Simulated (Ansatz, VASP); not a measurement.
One calculation of HfC, two programs

```
Hf C
1.0
     0.00000    2.38542    2.38542
     2.38542    0.00000    2.38542
     2.38542    2.38542    0.00000
Hf C
1 1
Cartesian
  2.3854 2.3854 2.3854
  0.0000 0.0000 0.0000
```

Alike in both runs: task single point; functional PBE; dispersion D3(BJ); k mesh 11 × 11 × 11; no spin polarisation.

```csv
,VASP,Ansatz
version,VASP 6.6.1,Ansatz 0.2.0
potentials or method,"VASP PAW PBE potentials, release 64 (Hf_pv, C)","plane waves, PAW"
plane-wave cutoff (eV),520,510
occupations,"methfessel-paxton of order 1, width 0.1 eV","cold, width 0.1 eV"
valence electrons in the cell,14,30
```

```csv
,VASP,Ansatz,Ansatz less VASP
dispersion energy (meV/atom),-330.3,-330.4,-0.11
```

The two sets of potentials don't hold the same shells in valence.

 The runs have no spin-orbit coupling, so splittings on Hf are missing.
